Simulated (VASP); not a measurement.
# Ce (Im-3m) in VASP: notebook

One crystal, Ce, is run at these levels: PBE; tasks: single point.

All numbers are computed with VASP 6.6.1; they aren't measurements. Logs are shortened: lines on timing, memory, paths and dates and some standing lists are left out, and cuts for length are marked.

**1. The structure**

Symmetry: Im-3m, No. 229, cubic system. Conventional cell: a = 3.887 Å, b = 3.887 Å, c = 3.887 Å, α = 90.00°, β = 90.00°, γ = 90.00°. Around Ce (site symmetry m-3m) lie 8 Ce at 3.37 Å.

This isn't the form of Ce at room conditions, which is fcc.

**2. Single point, PBE, collinear spin, ferromagnetic start**

INCAR

```
PREC     = Accurate       # precision mode
ENCUT    = 300            # plane-wave cutoff, eV
EDIFF    = 1E-6           # SCF threshold, eV
ISMEAR   = 0              # smearing method
SIGMA    = 0.2            # smearing width, eV
LREAL    = F              # projectors in reciprocal space
LASPH    = T              # aspherical terms in the spheres
NELM     = 100            # most SCF steps
ALGO     = Normal         # electronic algorithm
ISIF     = 2              # what is computed and relaxed
LWAVE    = F              # write WAVECAR
LCHARG   = F              # write CHGCAR
ISPIN    = 2              # spin polarisation
MAGMOM   = 1              # initial moments
LORBIT   = 11             # projections on sites
LMAXMIX  = 6              # l up to which the mixer works
GGA      = PE             # functional
NBANDS   = 16             # bands
ADDGRID  = F
```

KPOINTS

```
regular mesh
0
Gamma
  3 3 3
```

POSCAR

```
Ce
1.0
   -1.9432985503      1.9432985503      1.9432985503
    1.9432985503     -1.9432985503      1.9432985503
    1.9432985503      1.9432985503     -1.9432985503
Ce
1
Direct
    0.0000000000      0.0000000000      0.0000000000
```

Potentials or basis: VASP PAW PBE potentials, release 64 (Ce).

Started as:

```console
> cat potpaw_PBE.64/Ce/POTCAR > POTCAR
> mpirun -np 1 vasp_std > vasp.out
```

OUTCAR:

```text
PREC = Accurate
   ENCUT = 300
   EDIFF = 1E-6
   ISMEAR = 0
   LREAL = F
   LASPH = T
   NELM = 100
   ISIF = 2
   ISPIN = 2
   LORBIT = 11
   GGA = PE

 Found      4 irreducible k-points:

 Following reciprocal coordinates:
            Coordinates               Weight
  0.000000  0.000000  0.000000      1.000000
  0.333333  0.000000  0.000000     12.000000
  0.333333  0.333333  0.000000      8.000000
 -0.333333  0.333333  0.333333      6.000000
   k-points           NKPTS =      4   k-points in BZ     NKDIM =      4   number of bands    NBANDS=     16
   number of dos      NEDOS =    301   number of ions     NIONS =      1
   total plane-waves  NPLWV =   8000
   dimension x,y,z NGX =    20 NGY =   20 NGZ =   20
   dimension x,y,z NGXF=    40 NGYF=   40 NGZF=   40
   ions per type =               1
   NGX,Y,Z   is equivalent  to a cutoff of   9.88,  9.88,  9.88 a.u.
   NGXF,Y,Z  is equivalent  to a cutoff of  19.76, 19.76, 19.76 a.u.
 SYSTEM =  unknown system
   PREC   = accura    normal or accurate (medium, high low for compatibility)
   ISTART =      0    job   : 0-new  1-cont  2-samecut
   ICHARG =      2    charge: 1-file 2-atom 10-const
   ISPIN  =      2    spin polarized calculation?
   LNONCOLLINEAR =      F non collinear calculations
   LSORBIT =      F    spin-orbit coupling
   LASPH  =      T    aspherical Exc in radial PAW
   ENCUT  =  300.0 eV  22.05 Ry    4.70 a.u.   4.75  4.75  4.75*2*pi/ulx,y,z
   NELM   =    100;   NELMIN=  2; NELMDL= -5     # of ELM steps
   EDIFF  = 0.1E-05   stopping-criterion for ELM
   LREAL  =      F    real-space projection
   EDIFFG = 0.1E-04   stopping-criterion for IOM
   NSW    =      0    number of steps for IOM
   IBRION =     -1    ionic relax: 0-MD 1-quasi-New 2-CG
   NFREE  =      0    steps in history (QN), initial steepest desc. (CG)
   ISIF   =      2    stress and relaxation
   ISYM   =      2    0-nonsym 1-usesym 2-fastsym
   POTIM  = 0.5000    time-step for ionic-motion
   TEBEG  =    0.0;   TEEND  =   0.0 temperature during run
   PSTRESS=    0.0 pullay stress
   NELECT =      12.0000    total number of electrons
   NUPDOWN=      -1.0000    fix difference up-down
   EMIN   =  10.00;   EMAX   =-10.00  energy-range for DOS
   EFERMI =   0.00;   METHOD = LEGACY
   ISMEAR =     0;   SIGMA  =   0.20  broadening in eV -4-tet -1-fermi 0-gaus
   EFERMI_NEDOS =   21; number of points for ismear=-14 and -15
   IALGO  =     38    algorithm
   IMIX   =      4    mixing-type and parameters
     AMIX     =   0.40;   BMIX     =  1.00
     AMIX_MAG =   1.60;   BMIX_MAG =  1.00
  volume/ion in A,a.u.               =      29.35       198.10
  Fermi-wavevector in a.u.,A,eV,Ry     =   1.214998  2.296014 20.085209  1.476221
  Thomas-Fermi vector in A             =   2.350400
   LORBIT       =     11    0 simple, 1 ext, 2 COOP (PROOUT), +10 PAW based schemes
   GGA     = PE    functional components
   LHFCALC =     F    Hartree Fock is set to
   AEXX    =    0.0000 exact exchange contribution
   IVDW    =     0    specifies the selected vdW correction
   LEPSILON=     F    determine dielectric tensor
   LRPA    =     F    only Hartree local field effects (RPA)
 spin polarized calculation
 Gauss-broadening in eV      SIGMA  =   0.20
  energy-cutoff  :      300.00
  volume of cell :       29.35
 maximum number of plane-waves:       369
   NGX =  9   NGY =  9   NGZ =  9

 number of electron      12.0000001 magnetization       1.0109558

 Free energy of the ion-electron system (eV)
  ---------------------------------------------------
  ext. energy  EPLUGINS =         0.00000000
  ---------------------------------------------------
  free energy    TOTEN  =        -6.01352392 eV

  energy without entropy =       -5.90615235  energy(sigma->0) =       -5.95983814

 E-fermi :   8.3818     XC(G=0): -10.7671

 val. band max:        8.3546284123   @ k =   0.3333   0.3333   0.0000
 cond. band min:       8.5057672514   @ k =   0.3333   0.0000   0.0000
 fundamental gap:      0.1511388391
 Fermi energy:         8.3817519580

 spin component 1

 k-point     1 :       0.0000    0.0000    0.0000
  band No.  band energies     occupation
      1     -26.4432      1.00000
      2      -8.0109      1.00000
      3      -8.0109      1.00000
      4      -8.0109      1.00000
      5       5.0820      1.00000
      6       8.2503      0.82376
      7       8.2503      0.82376
      8       8.2503      0.82375
      9       9.1516      0.00000
     10       9.1516      0.00000
     11       9.1516      0.00000
     12       9.4342      0.00000
     13       9.9450      0.00000
     14       9.9451      0.00000
     15       9.9451      0.00000
     16      12.6849      0.00000

 k-point     2 :       0.3333    0.0000    0.0000
  band No.  band energies     occupation
      1     -26.1568      1.00000
      2      -9.7066      1.00000
      3      -8.5255      1.00000
      4      -8.0426      1.00000
      5       6.4212      1.00000
      6       7.9999      0.99653
      7       8.3129      0.68693
      8       8.5058      0.19026
      9       8.8337      0.00070
     10       8.9548      0.00003
     11       9.0018      0.00001
     12       9.0489      0.00000
     13       9.2599      0.00000
     14      10.8654      0.00000
     15      12.8223      0.00000
     16      13.3731      0.00000

 k-point     3 :       0.3333    0.3333    0.0000
  band No.  band energies     occupation
      1     -26.0063      1.00000
      2      -9.5658      1.00000
      3      -9.5658      1.00000
      4      -8.3037      1.00000
      5       7.2841      1.00000
      6       8.3546      0.57605
      7       8.3546      0.57605
      8       8.7671      0.00322
      9       8.9427      0.00004
     10       8.9427      0.00004
     11       8.9459      0.00003
     12       9.2912      0.00000
     13       9.4593      0.00000
     14       9.4593      0.00000
     15      13.6653      0.00000
     16      13.6653      0.00000

 k-point     4 :      -0.3333    0.3333    0.3333
  band No.  band energies     occupation
      1     -25.9365      1.00000
      2      -9.4702      1.00000
      3      -9.1071      1.00000
      4      -9.1071      1.00000
      5       6.5094      1.00000
      6       7.5060      1.00000
      7       8.6393      0.03431
      8       8.6793      0.01768
      9       8.6794      0.01767
     10       8.7545      0.00419
     11       8.9578      0.00002
     12       8.9578      0.00002
     13       9.2731      0.00000
     14      12.2853      0.00000
     15      12.2853      0.00000
     16      13.9500      0.00000
 Fermi energy:         8.3817519580

 spin component 2

 k-point     1 :       0.0000    0.0000    0.0000
  band No.  band energies     occupation
      1     -26.0362      1.00000
      2      -7.6558      1.00000
      3      -7.6558      1.00000
      4      -7.6558      1.00000
      5       5.3868      1.00000
      6       8.9243      0.00006
      7       8.9243      0.00006
      8       8.9243      0.00006
      9       9.5771      0.00000
     10       9.5771      0.00000
     11       9.5772      0.00000
     12       9.7810      0.00000
     13      10.1942      0.00000
     14      10.1942      0.00000
     15      10.1942      0.00000
     16      12.9135      0.00000

 k-point     2 :       0.3333    0.0000    0.0000
  band No.  band energies     occupation
      1     -25.7445      1.00000
      2      -9.3723      1.00000
      3      -8.1773      1.00000
      4      -7.6891      1.00000
      5       6.7095      1.00000
      6       8.3418      0.61112
      7       8.9299      0.00005
      8       9.0523      0.00000
      9       9.1940      0.00000
     10       9.4520      0.00000
     11       9.5309      0.00000
     12       9.6316      0.00000
     13       9.6542      0.00000
     14      11.2484      0.00000
     15      13.0761      0.00000
     16      13.6383      0.00000

 k-point     3 :       0.3333    0.3333    0.0000
  band No.  band energies     occupation
      1     -25.5910      1.00000
      2      -9.2307      1.00000
      3      -9.2307      1.00000
      4      -7.9538      1.00000
      5       7.5672      1.00000
      6       8.8237      0.00089
      7       8.8237      0.00089
      8       9.1084      0.00000
      9       9.4666      0.00000
     10       9.4666      0.00000
     11       9.6729      0.00000
     12       9.6884      0.00000
     13       9.8751      0.00000
     14       9.8751      0.00000
     15      13.9416      0.00000
     16      13.9416      0.00000

 k-point     4 :      -0.3333    0.3333    0.3333
  band No.  band energies     occupation
      1     -25.5200      1.00000
      2      -9.1334      1.00000
      3      -8.7659      1.00000
      4      -8.7659      1.00000
      5       6.8057      1.00000
      6       7.7924      0.99998
      7       8.9641      0.00002
      8       9.1066      0.00000
      9       9.1066      0.00000
     10       9.1433      0.00000
     11       9.6423      0.00000
     12       9.6423      0.00000
     13       9.9612      0.00000
     14      12.6080      0.00000
     15      12.6080      0.00000
     16      14.2392      0.00000

------------------------ aborting loop because EDIFF is reached ----------------------------------------

  FORCE on cell =-STRESS in cart. coord.  units (eV):
  Direction    XX          YY          ZZ          XY          YZ          ZX
  --------------------------------------------------------------------------------------
  -------------------------------------------------------------------------------------
  Total       -1.4271659     -1.4271659     -1.4271659     -0.0000000      0.0000000      0.0000000
  in kB      -77.8944420    -77.8944420    -77.8944420     -0.0000000      0.0000000      0.0000000
  external PRESSURE =     -77.8944420 kB  Pullay stress =       0.0000000 kB

 VOLUME and BASIS-vectors are now :
 -----------------------------------------------------------------------------
  energy-cutoff  :      300.00
  volume of cell :       29.35
      direct lattice vectors                 reciprocal lattice vectors
    -1.943298550  1.943298550  1.943298550     0.000000000  0.257294485  0.257294485
     1.943298550 -1.943298550  1.943298550     0.257294485  0.000000000  0.257294485
     1.943298550  1.943298550 -1.943298550     0.257294485  0.257294485  0.000000000

 POSITION                                       TOTAL-FORCE (eV/Angst)
 -----------------------------------------------------------------------------------
      0.00000      0.00000      0.00000         0.000000      0.000000      0.000000
 -----------------------------------------------------------------------------------
    total drift:                                0.000000      0.000000      0.000000

  FREE ENERGIE OF THE ION-ELECTRON SYSTEM (eV)
  ---------------------------------------------------
  free  energy   TOTEN  =        -6.0135239179 eV

  energy  without entropy=       -5.9061523527  energy(sigma->0) =       -5.95983814

 total charge

# of ion       s       p       d       f       tot
--------------------------------------------------
    1        2.042   5.550   1.236   1.002   9.831

 magnetization (x)

# of ion       s       p       d       f       tot
--------------------------------------------------
    1       -0.000   0.006   0.079   0.779   0.863
```

Run time: 6.2 s. Hardware: 1 thread of Intel Xeon 6975P-C (Granite Rapids), shared host; peak memory 0.13 GiB.

These settings aren't checked as converged: the numbers below hold their error.

What came out:

- Free energy: -6.0135 eV
- Band gap on the k mesh: none (metal or under the smearing width)
- Net moment: 1.01 μB per cell
- Site moments: Ce +0.86 μB
- Valence electrons inside the program's atomic spheres: Ce 9.83

Caveat: the k mesh is coarse (spacing up to 0.76 Å⁻¹), so the values aren't converged; the cutoff is under 1.25 times the usual one of these potentials, so pressure, stress and relaxed cells hold a basis-set (Pulay) error; the magnetic or orbital state may not be the lowest; spin-orbit coupling is left out, which moves the levels of the heavy elements.

**3. Single point, PBE, collinear spin, ferromagnetic start**

This run uses another cell than the first one, of the same volume but with other edges.

INCAR is that of step 2.

KPOINTS is that of step 2.

POSCAR

```
Ce
1.0
   -1.9824590000      1.9831840000      1.9962140000
    1.9307920000     -1.9490850000      1.9104480000
    1.9370660000      1.9036920000     -1.9621150000
Ce
1
Direct
   -0.0084250000     -0.0182580000     -0.0014360000
```

Potentials or basis: VASP PAW PBE potentials, release 64 (Ce).

Started as:

```console
> cat potpaw_PBE.64/Ce/POTCAR > POTCAR
> mpirun -np 1 vasp_std > vasp.out
```

It took 6.7 s on 1 thread of Intel Xeon 6975P-C (Granite Rapids), shared host; peak memory 0.13 GiB.

The run converged, but some of its settings lie outside the range that counts as converged, so its numbers aren't taken as properties of the crystal.

What came out:

```yaml
Free_energy: -6.0111 eV
Band_gap_on_the_k_mesh: none (metal or under the smearing width)
Net_moment: 1.04 μB per cell
Site_moments: Ce +0.88 μB
Valence_electrons_inside_the_program's_atomic_spheres: Ce 9.83
```

Caveat: the k mesh is coarse (spacing up to 0.77 Å⁻¹), so the values aren't converged; the cutoff is under 1.25 times the usual one of these potentials, so pressure, stress and relaxed cells hold a basis-set (Pulay) error; the magnetic or orbital state may not be the lowest; spin-orbit coupling is left out, which moves the levels of the heavy elements.

[end of part 1 of 2]
